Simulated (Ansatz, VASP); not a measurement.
## SiC in VASP and in Ansatz

```
Si C
1.0
     3.09412    0.00000    0.00000
    -1.54706    2.67959    0.00000
     0.00000    0.00000   10.12934
Si C
4 4
Direct
  0.66667 0.33333 0.93784
  0.33333 0.66667 0.43784
  0.00000 0.00000 0.68790
  0.00000 0.00000 0.18790
  0.66667 0.33333 0.74981
  0.33333 0.66667 0.24981
  0.00000 0.00000 0.50045
  0.00000 0.00000 0.00045
```

Alike in both runs: functional PBE; k mesh 12 × 12 × 4; occupations gaussian, width 0.02 eV; no spin polarisation.

Ansatz relaxed the structure, and its values are those at the end. VASP's run is a single point on that final structure, the one shown.

```csv
,VASP,Ansatz
version,VASP 6.6.1,Ansatz 0.2.0
potentials or method,"VASP PAW PBE potentials, release 64 (Si, C)","scalar-relativistic, plane waves, PAW"
plane-wave cutoff (eV),520,420
valence electrons in the cell,32,32
```

```tsv
	VASP	Ansatz	Ansatz less VASP
gap on the k mesh at the Fermi level (eV)	2.22	2.22	+0.001
least direct gap on the mesh (eV)	3.34	3.34	+0.002
pressure (GPa)	0.0	0.0	+0.05
```

A k mesh can miss the band edges. PBE gaps usually lie below the measured ones, often by a third to a half.
